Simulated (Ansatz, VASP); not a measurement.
# Two plane-wave programs on Al

```
Al
1.0
     2.82277    0.00000    0.00000
    -1.41139    2.44459    0.00000
     0.00000    0.00000   23.91436
Al
4
Direct
  0.66667 0.33333 0.35544
  0.33333 0.66667 0.45181
  0.00000 0.00000 0.54741
  0.66667 0.33333 0.64415
```

Alike in both runs: functional r2SCAN; k mesh 12 × 12 × 1; occupations gaussian, width 0.1 eV; no spin polarisation.

Ansatz relaxed the structure, and its values are those at the end. VASP's run is a single point on that final structure, the one shown.

```csv
,VASP,Ansatz
version,VASP 6.6.1,Ansatz 0.2.0
potentials or method,"VASP PAW PBE potentials, release 64 (Al)","scalar-relativistic, plane waves, PAW"
plane-wave cutoff (eV),520,500
valence electrons in the cell,12,12
```

|  | VASP | Ansatz | Ansatz less VASP |
| --- | --- | --- | --- |
| gap on the k mesh at the Fermi level (eV) | none | none | - |
| rms of the force components (eV/Å) | 0.011 | 0.012 | +0.0015 |
| work function, face that differs most (eV) | 4.01 | 4.10 | +0.092 |

A gap of «none» marks a metal or a gap that the smearing closes. With one functional, cell and mesh, what is left measures potentials, basis and numerics. Ansatz warned: «xc_potential_rough_in_thin_density».

Caveats: the PAW data sets were made with another functional, which shifts forces and pressure a little (VASP).
